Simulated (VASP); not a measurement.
Crystal: In3Sb.

```
In Sb
1.0
    -3.29583    3.29583    3.29583
     3.29583   -3.29583    3.29583
     3.29583    3.29583   -3.29583
In Sb
3 1
Direct
  0.00000 0.50000 0.50000
  0.50000 0.00000 0.50000
  0.50000 0.50000 0.00000
  0.00000 0.00000 0.00000
```

The cell was built by a generator and needn't be a form met in nature.

The cell isn't the ideal one: random cell by space group and Wyckoff sites (Im-3m, No. 229).

- Program: VASP 6.6.1
- Task: relaxation of cell and atoms
- Functional: PBE
- Potentials or basis: VASP PAW PBE potentials, release 64 (In_d, Sb)
- Cutoff: 600 eV
- k mesh: 4 × 4 × 4
- Occupations: gaussian, width 0.1 eV
- Spin: no spin polarisation

At the start: pressure -4.5 GPa; volume 35.80 Å³/atom.

Where does the relaxation end?

Over 3 steps the energy falls by 113.9 meV/atom and the volume is 29.22 Å³/atom (-18.4 %); space group Im-3m (No. 229, to 0.05 Å).

Step by step:
| step | energy change (eV) | largest force (eV/Å) | pressure (GPa) | volume (Å³) |
| --- | --- | --- | --- | --- |
| 1 | 0.0000 | 0.0000 | -4.45 | 143.20 |
| 2 | -0.4160 | 0.0000 | -1.87 | 123.55 |
| 3 | -0.4556 | 0.0000 | 0.10 | 116.88 |

Final structure:
```yaml
crystal:
  lattice:
    - [-3.08009, 3.08009, 3.08009]
    - [3.08009, -3.08009, 3.08009]
    - [3.08009, 3.08009, -3.08009]
  atoms:
    - { symbol: In, position: [0.00000, 0.50000, 0.50000] }
    - { symbol: In, position: [0.50000, 0.00000, 0.50000] }
    - { symbol: In, position: [0.50000, 0.50000, 0.00000] }
    - { symbol: Sb, position: [0.00000, 0.00000, 0.00000] }
```

Caveat: the volume moved by over 15 % at a fixed basis, so the end points are rough.
